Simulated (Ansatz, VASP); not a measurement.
# Cross-check of BN (Qingsongite) between VASP and Ansatz

Aim: how closely do two programs agree when they are given the same cell, functional and k mesh? The cell is taken from a series of VASP runs on this material, whose earlier steps may have relaxed, scaled or displaced it; both programs get it as it stands.

Calculated with Ansatz 0.2.0; plane waves, with VASP 6.6.1 beside it; relaxation of cell and atoms at LDA and band structure at r2SCAN-EpsX with an exact-exchange share of 0.218.

**1. Starting point**

It takes space group F-43m (No. 216, cubic). Conventional cell: a = 3.584 Å, b = 3.584 Å, c = 3.584 Å, α = 90.00°, β = 90.00°, γ = 90.00°. N has 4 B at 1.55 Å nearest. Nearest to B lie 4 N at 1.55 Å. Farther neighbours and most contacts between anions are not listed.

**2. VASP: relaxation of cell and atoms, LDA**

The relaxed volume is the usual yardstick between codes: its relative difference is about their pressure difference at one cell divided by the bulk modulus.

Lines of VASP's logs that name or quote its potential files are left out, and so is its time.

The input, INCAR:

```
SYSTEM = BN
PREC = Accurate
ENCUT = 520
EDIFF = 1E-06
NELM = 100
ISMEAR = 0
SIGMA = 0.03
LREAL = .FALSE.
ALGO = Normal
GGA = CA
NBANDS = 10
LORBIT = 11
LWAVE = .FALSE.
LCHARG = .FALSE.
KPAR = 4
IBRION = 2
NSW = 50
ISIF = 3
EDIFFG = -0.006
```

The input, POSCAR:

```
BN
1.0
    0.0000000000      1.7918006284      1.7918006284
    1.7918006284      0.0000000000      1.7918006284
    1.7918006284      1.7918006284      0.0000000000
N B
1 1
Direct
    0.7500000000      0.7500000000      0.7500000000
    0.0000000000      0.0000000000      0.0000000000
```

The input, KPOINTS:

```
Automatic mesh
0
Gamma
10 10 10
0 0 0
```

Potentials, in the order of the species: N and B (LDA family, release 64).

Launch:

```
mpirun -np 4 vasp_std
```

Numbers of over 12 decimals in the logs are rounded to 6 here.

The program printed:

```text
[banner, memory and clock lines left out]
running    4 mpi-ranks, on    1 nodes
 distrk:  each k-point on    1 cores,    4 groups
 distr:  one band on    1 cores,    1 groups

 POSCAR found type information on POSCAR N B
 POSCAR found :  2 types and       2 ions
 LDA part: xc-table for (Slater(with rela. corr.)+CA(PZ))
 , standard interpolation
 POSCAR, INCAR and KPOINTS ok, starting setup
 FFT: planning ... GRIDC
 FFT: planning ... GRID_SOFT
 FFT: planning ... GRID
 WAVECAR not read
 entering main loop
       N       E                     dE             d eps       ncg     rms          rms(c)
DAV:   1     0.482375743675E+01    0.48238E+01   -0.50637E+03  1004   0.791E+02
DAV:   2    -0.202593151567E+02   -0.25083E+02   -0.24540E+02  1146   0.155E+02
DAV:   3    -0.205929428420E+02   -0.33363E+00   -0.33320E+00  1090   0.152E+01
DAV:   4    -0.205933754909E+02   -0.43265E-03   -0.43264E-03  1014   0.617E-01
DAV:   5    -0.205933759202E+02   -0.42934E-06   -0.42934E-06  1072   0.197E-02    0.665E+00
DAV:   6    -0.195646118629E+02    0.10288E+01   -0.33320E+00   960   0.113E+01    0.317E+00
DAV:   7    -0.194465044319E+02    0.11811E+00   -0.96277E-02  1036   0.264E+00    0.180E+00
DAV:   8    -0.194140848180E+02    0.32420E-01   -0.50413E-02  1046   0.161E+00    0.186E-01
DAV:   9    -0.194139330546E+02    0.15176E-03   -0.89225E-04  1022   0.277E-01    0.827E-02
DAV:  10    -0.194139174397E+02    0.15615E-04   -0.43223E-05  1064   0.668E-02    0.138E-02
DAV:  11    -0.194139179043E+02   -0.46454E-06   -0.18544E-06   728   0.971E-03
   1 F= -.19413918E+02 E0= -.19413918E+02  d E =-.194139E+02
 curvature:   0.00 expect dE= 0.000E+00 dE for cont linesearch  0.000E+00
 trial: gam= 0.00000 g(F)=  0.393E-46 g(S)=  0.405E-07 ort = 0.000E+00 (trialstep = 0.100E+01)
 search vector abs. value=  0.406E-07
 reached required accuracy - stopping structural energy minimisation
```

From OUTCAR (step 2):

```text
ion  position               nearest neighbor table
   1  0.750  0.750  0.750-   2 1.55   2 1.55   2 1.55   2 1.55
   2  0.000  0.000  0.000-   1 1.55   1 1.55   1 1.55   1 1.55

  LATTYP: Found a face centered cubic cell.
 ALAT       =     3.5836012568

 Subroutine GETGRP returns: Found 24 space group operations
 (whereof 24 operations were pure point group operations)

The static configuration has the point symmetry T_d .

 Found     47 irreducible k-points:

   k-points           NKPTS =     47   k-points in BZ     NKDIM =     47   number of bands    NBANDS=     10

   dimension x,y,z NGX =    20 NGY =   20 NGZ =   20
   dimension x,y,z NGXF=    40 NGYF=   40 NGZF=   40

   ENCUT  =  520.0 eV  38.22 Ry    6.18 a.u.   4.71  4.71  4.71*2*pi/ulx,y,z

   NELECT =       8.0000    total number of electrons

 k-points in reciprocal lattice and weights: Automatic mesh
   0.00000000  0.00000000  0.00000000       0.001
   0.10000000  0.00000000  0.00000000       0.008
   0.20000000  0.00000000  0.00000000       0.008
   0.30000000  0.00000000  0.00000000       0.008
   0.40000000  0.00000000  0.00000000       0.008
   0.50000000  0.00000000  0.00000000       0.004
   0.10000000  0.10000000  0.00000000       0.006
   0.20000000  0.10000000  0.00000000       0.024
   0.30000000  0.10000000  0.00000000       0.024
[...]
-0.30000000  0.40000000  0.20000000       0.024
  -0.30000000  0.50000000  0.20000000       0.012

 average (electrostatic) potential at core
       1 -59.8036       2 -29.2075

 E-fermi :   7.8692

 k-point     1 :       0.0000    0.0000    0.0000
  band No.  band energies     occupation
      1     -12.6492      2.00000
      2       7.7198      2.00000
      3       7.7198      2.00000
      4       7.7198      2.00000
      5      16.5265      0.00000
      6      16.5265      0.00000
      7      16.5265      0.00000
      8      18.5875      0.00000
      9      32.7066      0.00000
    ...

 k-point     2 :       0.1000    0.0000    0.0000
  band No.  band energies     occupation
      1     -12.4001      2.00000
      2       6.4365      2.00000
      3       7.4562      2.00000
      4       7.4562      2.00000
      5      16.8786      0.00000
      6      16.9223      0.00000
      7      16.9223      0.00000
      8      19.3122      0.00000
      9      32.2636      0.00000
    ...

 k-point     3 :       0.2000    0.0000    0.0000
  band No.  band energies     occupation
      1     -11.6656      2.00000
      2       3.6818      2.00000
      3       6.8665      2.00000
      4       6.8665      2.00000
      5      17.3865      0.00000
      6      17.7357      0.00000
      7      17.7357      0.00000
      8      20.8467      0.00000
      9      31.5294      0.00000
    ...

  Total       -0.0007477     -0.0007477     -0.0007477      0.0000000      0.0000000     -0.0000000
  in kB       -0.1041157     -0.1041157     -0.1041157      0.0000000      0.0000000     -0.0000000
  external PRESSURE =      -0.1041157 kB  Pullay stress =       0.0000000 kB

  energy-cutoff  :      520.00
  volume of cell :       11.51
      direct lattice vectors                 reciprocal lattice vectors
     0.000000000  1.791800628  1.791800628    -0.279048903  0.279048903  0.279048903
     1.791800628  0.000000000  1.791800628     0.279048903 -0.279048903  0.279048903
     1.791800628  1.791800628  0.000000000     0.279048903  0.279048903 -0.279048903

 POSITION                                       TOTAL-FORCE (eV/Angst)
 -----------------------------------------------------------------------------------
      2.68770      2.68770      2.68770        -0.000000     -0.000000     -0.000000
      0.00000      0.00000      0.00000         0.000000      0.000000      0.000000
 -----------------------------------------------------------------------------------
    total drift:                                0.000000      0.000000      0.000000

  FREE ENERGIE OF THE ION-ELECTRON SYSTEM (eV)
  ---------------------------------------------------
  free  energy   TOTEN  =       -19.4139179043 eV

  energy  without entropy=      -19.4139179043  energy(sigma->0) =      -19.41391790

 reached required accuracy - stopping structural energy minimisation

 total charge
# of ion       s       p       d       tot
------------------------------------------
    1        1.202   2.761   0.000   3.963
    2        0.682   1.409   0.000   2.091
--------------------------------------------------
tot          1.884   4.170   0.000   6.055

[... 3 further parts left out ...]
```

CONTCAR:

```
BN
   1.00000000000000
     0.0000000000000000    1.7918006284000001    1.7918006284000001
     1.7918006284000001    0.0000000000000000    1.7918006284000001
     1.7918006284000001    1.7918006284000001    0.0000000000000000
  N               B
     1     1
Direct
     0.7500000000000000    0.7500000000000000    0.7500000000000000
     0.0000000000000000    0.0000000000000000    0.0000000000000000
```

**3. Ansatz: relaxation of cell and atoms, LDA**

Ansatz runs on its default PAW (the set named soft_2) files.

The same cell, functional (in two slightly different forms), mesh and smearing now go to Ansatz, which takes its cutoff from its data sets.

The input, input.yaml:

```yaml
crystal:
  lattice:
    - [0.0, 1.7918006284, 1.7918006284]
    - [1.7918006284, 0.0, 1.7918006284]
    - [1.7918006284, 1.7918006284, 0.0]
  atoms:
    - { symbol: "N", position: [0.75, 0.75, 0.75] }
    - { symbol: B, position: [0.0, 0.0, 0.0] }
hamiltonian:
  xc: lda
  pseudopotentials: { kind: paw }
kpoints:
  mp_grid: { grid: [10, 10, 10] }
scf:
  occupations: { method: gaussian, width: 0.03 }
relax:
  f_tol: 0.01
  max_steps: 60
  cell: { stress_tol: 0.05 }
output:
  forces: true
  stress: true
```

Launch:

```
ansatz run input.yaml --threads 4 --pin off --max-ram 9216MiB --backend cpu --events-out ev --progress --plain --runs-dir out
```

The program printed:

```text
Engine: ansatz 0.2.0, x86_64-unknown-linux-gnu
Pseudopotentials: kind: paw
Pseudopotential: N, paw, valence charge 5, recommended cutoff 420 eV (normal), N.paw.azcp
Pseudopotential: B, paw, valence charge 3, recommended cutoff 420 eV (normal), B.paw.azcp
Functional definition: SPW92
  exchange = slater_x
  correlation = pw_c
Crystal: 2 atoms, lattice volume = 11.505 Å³
Basis set: ecut = 420 eV, 229 PW (Γ)
Bands: 8, of which v1, the nominal top of the filled ones, is band 4 counted from 1 (3 counted from 0)
Symmetry: 24 space group operations
Space group: F-43m (ITA 216), of the structure as read, at distance tolerance 2.3e-5 Å
k-points: 47 of 1000 (time reversal used)
Non-local potential: N, projectors of the file, l = 0: 2, l = 1: 2, l = 2: 1
Non-local potential: B, projectors of the file, l = 0: 2, l = 1: 2, l = 2: 1
PAW form: soft (Blöchl's): semilocal exchange-correlation on the pseudo side does not see the compensation charge
PAW frozen core: N, regenerated for the run's functional, and the local potential with it (the file was generated under x = pbe(κ = 0.804, μ = 0.219515), c = pbe(β = 0.066725))
PAW frozen core: B, regenerated for the run's functional, and the local potential with it (the file was generated under x = pbe(κ = 0.804, μ = 0.219515), c = pbe(β = 0.066725))
PAW one-centre angular grid: N, 110 points (default); XC on 64 Gauss nodes
PAW one-centre angular grid: B, 110 points (default); XC on 64 Gauss nodes
Initial density: superposition of atomic densities (neutral atoms: chi_scale 0, normalization atom), corrected by the library's trained network
Initial wavefunctions: pseudopotential atomic-orbital guess
Functional: x = slater, c = lda
SCF iter   1: F=—  HF=-526.470076 eV  |F-HF|=—  |Δ(HF+E_count)|=         —  Δρ=7.87e-3  dr2=5.22e-3  ethr=1.77e-3  ⟨swp⟩=4.5  Hψ=2390  notcnv=0
preconditioner: auto → none  [insulator: Δε(μ)=4.327 eV  Ē_g=20.191 eV  σ=0.030 eV  W_gap=1.00  n_scr=0 (ndim 8)  ℏωp=31.0 eV  f_vac=0.000  D(μ)=0.00/eV (n_scr^D=0)  ε∞_Penn≈3.4]
SCF iter   2: F=—  HF=-526.468624 eV  |F-HF|=—  |Δ(HF+E_count)|=   1.45e-3  Δρ=3.28e-3  dr2=4.54e-4  ethr=6.52e-5  ⟨swp⟩=2.1  Hψ=960  notcnv=0
SCF iter   3: F=—  HF=-526.468483 eV  |F-HF|=—  |Δ(HF+E_count)|=   1.41e-4  Δρ=1.39e-3  dr2=7.17e-5  ethr=5.67e-6  ⟨swp⟩=2.1  Hψ=550  notcnv=0
SCF iter   4: F=—  HF=-526.468463 eV  |F-HF|=—  |Δ(HF+E_count)|=   1.96e-5  Δρ=2.96e-4  dr2=3.22e-6  ethr=8.96e-7  ⟨swp⟩=1.0  Hψ=376  notcnv=0
iter 5 did not close the SCF: its close was put off for the readings that it lacked (scf_convergence_deferred on its scf_iter line)
SCF iter   5: F=-526.468463 eV  HF=-526.468463 eV  |F-HF|=8.30e-9  |Δ(HF+E_count)|=   8.53e-7  Δρ=2.80e-5  dr2=3.28e-8  ethr=4.03e-8  ⟨swp⟩=1.1  Hψ=392  notcnv=0
SCF iter   6: F=-526.468463 eV  HF=-526.468463 eV  |F-HF|=4.09e-12  |Δ(HF+E_count)|=   3.74e-9  Δρ=1.58e-6  dr2=6.06e-11  ethr=4.11e-10  ⟨swp⟩=1.9  Hψ=1211  notcnv=0
SCF 1 converged in 6 iterations: F = -526.468463 eV  dr2 = 6.06e-11
  greatest PAW one-centre occupation: 0.782 electrons in one spin orbital (limit 2), on the N atom at site 0 (counted from 0), in its partial waves of l = 0
relax step   1: F+E_penalty+E_count = -526.46846252 eV  Δ(F+E_penalty+E_count) = +0.000e0 eV  max|allowed force component| = 3.747e-16 eV/Å  Δτ_max = 0.0000 Å  P = -1.041 GPa  Ω = 11.505 Å³  (6 SCF iters, dr2 threshold 1.00e-7 eV, accepted)
[...]
relax step   2: F+E_penalty+E_count = -526.46868300 eV  Δ(F+E_penalty+E_count) = -2.205e-4 eV  max|allowed force component| = 1.434e-16 eV/Å  Δτ_max = 0.0000 Å  P = -0.432 GPa  Ω = 11.488 Å³  energy of the carried Pulay correction = +1.424e-4 eV  (4 SCF iters, dr2 threshold 2.00e-7 eV, accepted)
[...]
relax step   3: F+E_penalty+E_count = -526.46879975 eV  Δ(F+E_penalty+E_count) = -1.167e-4 eV  max|allowed force component| = 1.469e-16 eV/Å  Δτ_max = 0.0000 Å  P = -0.004 GPa  Ω = 11.476 Å³  energy of the carried Pulay correction = +2.431e-4 eV  (3 SCF iters, dr2 threshold 2.00e-7 eV, accepted)
[...]
relax step   4: F+E_penalty+E_count = -526.46876632 eV  Δ(F+E_penalty+E_count) = +3.343e-5 eV  max|allowed force component| = 1.145e-16 eV/Å  Δτ_max = 0.0000 Å  P = -0.030 GPa  Ω = 11.476 Å³  stress off target by 3.03e-2 GPa  SCF on the basis re-selected at this cell (its energy is not comparable with the rows above)  (5 SCF iters)
basis re-selected at this cell: Δ(F+E_penalty+E_count) = +3.343e-5 eV, ΔP = -0.027 GPa vs the last step (what re-selecting the basis moved, of the pressure what is left beyond the Pulay correction that the steps carried, after the strain that the cell walked since its last selection, with what the two solves' SCF thresholds leave and, on support functions, any second-order correction that the steps lacked; it is no m [...]
SCF converged after 5 iterations
Free energy (F): -526.468766 eV
Harris-Foulkes:  -526.468766 eV  (|F-HF|=0.00e0)
Internal energy: -526.468766 eV  (E = F + TS)
E sigma→0 (E₀):  -526.468766 eV
Fermi energy:    13.588046 eV
--- Per-component energies (eV) ---
  E_band       = 27.366907
  E_kinetic    = 186.867445
  E_local      = -173.760793  (includes V_loc(G=0)·N_el)
  E_nonlocal   = 58.777642
  E_hartree    = 47.870023
  E_xc         = -92.987004
  E_vxc        = -116.098059  (∫ρ·V_xc dr)
  E_paw        = -191.533583  (= ΣΔE_a)
  E_vpaw       = -24.159474  (= ΣTr[D̂ρ^β])
  E_aug_tail   = 0.000098  (compensation charges beyond the density's cutoff)
  E_ewald      = -361.828474
  E_core_change = 0.125878  (= ΣΔE_core)
  E_smearing   = -0.000000  (= −TS)
  E_closure    = 0.000000  (closes the sum)
  Σ components = -526.468766   (vs F -526.468766, Δ=0.00e0)
--- Forces (eV/Å), atoms counted from 1 ---
  atom   1  N      0.00000000     0.00000000     0.00000000
  atom   2  B     -0.00000000     0.00000000     0.00000000
  max |Σ_I F_I| component: 2.89e-16 eV/Å
--- Stress (GPa, compression-positive) ---
       -0.030258       0.000000       0.000000
        0.000000      -0.030258       0.000000
        0.000000       0.000000      -0.030258
  P = ⅓ Tr σ = -0.0303 GPa (-0.303 kbar)
--- Relaxed structure (3 steps of the walk, 3 accepted, 1 SCFs on fresh bases) ---
  F+E_penalty+E_count = -526.46876632 eV   max|allowed force component| = 1.145e-16 eV/Å   (the final SCF, on the basis selected at the relaxed cell)
  cell:  # Å, volume = 11.4764 Å³
    - [0, 1.790297, 1.790297]
    - [1.790297, 0, 1.790297]
    - [1.790297, 1.790297, 0]
  atoms:
    - { symbol: N, position: [0.750000, 0.750000, 0.750000] }
    - { symbol: B, position: [0, 0, 0] }
```

Wall time 0.54 s (4 threads of Intel Xeon 6975P-C (Granite Rapids), shared host); peak memory 0.33 GiB.

**4. Differences**

Known differences besides the potentials themselves: the two LDA forms differ slightly; both relaxations stop at a tolerance, which leaves soft axes loose, and VASP keeps its plane-wave basis; the cutoff is 420 eV in Ansatz and 520 eV in VASP; VASP's log shows a relativistic correction to its local exchange, Ansatz's none; Ansatz adds a Pulay correction to the stress that steers its cell, VASP none. Total energies have different zeros and are not compared.

The two programs side by side:

```csv
quantity,Ansatz,VASP,difference
volume (Å³),11.48,11.51,-0.25 %
"edge a after relaxation, in the typed setting (Å)",2.532,2.534,-0.08 %
```

The walks stopped with -0.03 GPa left in Ansatz and -0.01 GPa in VASP; each walk ends within a tolerance, so the volume difference is uncertain by about these residues over the bulk modulus, most in soft cells.

(Continued in part 2 of 2.)

[Lines on the potential files, build, host, timing and source positions are cut from VASP's logs without a mark.]

[Logs are printed without paths, hosts, clocks, repeated set-up lines and the standing remarks that a program may print on its own settings, such as how far it seeks lower states.]

[Hosts, paths, dates, database ids (printed as entryN), source tags and the programs' standing remarks are cut or masked in the printed files.]
